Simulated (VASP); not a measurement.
Input of a VASP 6.6.1 run:

The input POSCAR:

```
PtSe2                                   
1.0
    3.7683257453     -0.0000000000     -0.0000000000
   -1.8841628726      3.2634658251     -0.0000000000
    0.0000000000     -0.0000000000      4.8198134897
  Pt              Se            
     1     2
Direct
     0.0000000000000000    0.0000000000000000    0.0000000000000000
     0.3333333332999970    0.6666666667000030    0.2665143349462603
     0.6666666667000030    0.3333333332999970    0.7334856650537398
```

INCAR.step1

```
SYSTEM = PtSe2
PREC = Accurate
ENCUT = 520
EDIFF = 1E-5
ISMEAR = 0
SIGMA = 0.03
LREAL = .False.
LASPH = .True.
NELM = 80
ALGO = Normal
ISIF = 2
LWAVE = .True.
LCHARG = .False.
LMAXMIX = 4
NBANDS = 18
KPAR = 4
GGA = PE
```

The input INCAR.step2:

```
SYSTEM = PtSe2
PREC = Accurate
ENCUT = 520
EDIFF = 1E-6
ISMEAR = 0
SIGMA = 0.03
LREAL = .False.
LASPH = .True.
NELM = 80
ALGO = Normal
ISIF = 2
LWAVE = .False.
LCHARG = .False.
LMAXMIX = 4
GGA = PE
LHFCALC = .True.
HFSCREEN = 0.2
PRECFOCK = Fast
NBANDS = 18
KPAR = 4
ISTART = 1
```

Contents of KPOINTS:

```
Automatic mesh
0
Gamma
  6 6 3
  0 0 0
```

Contents of KPOINTS_OPT:

```
explicit points
6
Reciprocal
 0.0000000000  0.0000000000  0.0000000000 1
 0.0000000000  0.0000000000  0.5000000000 1
 0.3333333333  0.3333333333  0.5000000000 1
 0.3333333333  0.3333333333  0.0000000000 1
 0.5000000000  0.0000000000  0.5000000000 1
 0.5000000000  0.0000000000  0.0000000000 1
```

Potentials or basis: VASP PAW PBE potentials, release 64 (Pt, Se).

Command:

```bash
$ cat potpaw_PBE.64/Pt/POTCAR potpaw_PBE.64/Se/POTCAR > POTCAR
$ cp INCAR.step1 INCAR
$ mpirun -np 4 vasp_std > vasp.out
$ cp INCAR.step2 INCAR
$ mpirun -np 4 vasp_std > vasp.out
```

Task: Predict the band gap along the path.

Result: None (metal or under the smearing width).

Task: What does it give for the pressure?

Result: -0.8 GPa.

Stress tensor (GPa, compression positive):
```
-1.68  0.00  0.00
 0.00 -1.68  0.00
 0.00  0.00  0.91
```

Caveat: the k mesh is coarse (spacing up to 0.43 Å⁻¹), so the values aren't converged, least of all with exact exchange; the PAW data sets were made with another functional, which shifts forces and pressure a little; spin-orbit coupling is left out, which moves the levels of the heavy elements.
